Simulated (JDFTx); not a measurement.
AlNi3, 4 atoms in the cell. It takes space group Pm-3m (No. 221, cubic). The conventional cell has a = 3.523 Å, b = 3.523 Å, c = 3.523 Å, α = 90.00°, β = 90.00°, γ = 90.00°. Around Ni (site symmetry 4/mmm) lie 8 Ni at 2.49 Å and 4 Al at 2.49 Å. Al (site symmetry m-3m) is surrounded by 12 Ni at 2.49 Å. The cell is a database's computed one.

| Quantity | Value |
| --- | --- |
| Program | JDFTx 1.7.0 (patched build) |
| Task | single point |
| Functional | PBE |
| Potentials or basis | PseudoDojo-SR-PBE-0.5-standard with smoothed tails |
| Cutoff | 1333 eV |
| Density cutoff | 10667 eV |
| k mesh | 4 × 4 × 4 |
| Occupations | fermi-dirac, width 0.05 eV |
| Spin | collinear spin, ferromagnetic start |
| Starting moments | [1.0, 1.0, 1.0, 0.0] μB |
| Local potential set to -Z/r beyond | 6 bohr |
| Density cutoff over wavefunction cutoff | 8 |
| Max SCF steps | 100 |
| SCF threshold on the energy | 1e-09 Ha |
| Solver of the electrons | scf |
| Further solve for the empty bands | yes |

Potentials or basis: PseudoDojo-SR-PBE-0.5-standard with smoothed tails.

Command:

```console
$ jdftx -c 1 -i AlNi3.in -o AlNi3.out
```

Hardware: 1 thread of Intel(R) Xeon(R) 6975P-C (Granite Rapids), with other jobs on the host.

Q: Estimate the wall time of this run.

A: Run time: 3 min on 1 thread of Intel(R) Xeon(R) 6975P-C (Granite Rapids), on a shared host, peak memory 0.23 GiB. Counts: scf iterations 30, bands 39, k points 10, plane waves 4829.
